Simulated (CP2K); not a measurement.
## BaTiO3 in CP2K: the effect of functional

Crystal: BaTiO3.

```
CELL_PARAMETERS angstrom
3.80317 0.00000 0.00000
0.04607 4.13026 0.00000
0.23214 0.12224 7.97025
ATOMIC_POSITIONS crystal
Ba 0.04486 0.90917 0.49511
Ba 0.00815 0.92181 0.02441
Ti 0.45719 0.52057 0.20539
Ti 0.50232 0.47064 0.76225
O 0.48144 0.03993 0.24039
O 0.45629 0.07298 0.69357
O 0.53803 0.54059 0.44980
O 0.52906 0.55800 0.03050
O 0.98202 0.45740 0.26038
O 0.00064 0.50892 0.83819
```

The cell isn't the ideal one: all atoms moved at random.

Alike in all runs:

| Property | Result |
| --- | --- |
| Program | CP2K 2026.2 |
| Task | atomic charges |
| Potentials or basis | POTENTIAL_UZH Ba GTH-PBE-q10, Ti GTH-PBE-q12, O GTH-PBE-q6; DZVP-MOLOPT-PBE-GTH basis |
| Density cutoff | 11565 eV |
| k mesh | 6 × 5 × 3 |
| Occupations | fermi-dirac, width 0.05 eV |
| Spin | no spin polarisation |

```tsv
functional	gap on the mesh (eV)	pressure (GPa)	largest force (eV/Å)
LDA	0.64	32.7	28.31
PBEsol	0.65	36.2	28.20
vdW-DF2	0.62	51.3	28.84
optB88-vdW	0.64	41.2	28.50
rev-vdW-DF2	?	?	?
r2SCAN	0.81	39.8	29.14
```

Question: What does the run with functional rev-vdW-DF2 give?

Answer: gap on the mesh 0.65 eV; pressure 39.7 GPa; largest force 28.41 eV/Å.

Caveats: the potentials were made for another functional, which shifts forces and pressure; spin-orbit coupling is left out, which moves the levels of the heavy elements; an odd mesh through Γ misses points on the zone boundary, where band edges often lie; the basis of atomic orbitals isn't converged, which shifts pressures, moduli and gaps.

Runs at the PBE level aren't shown here.
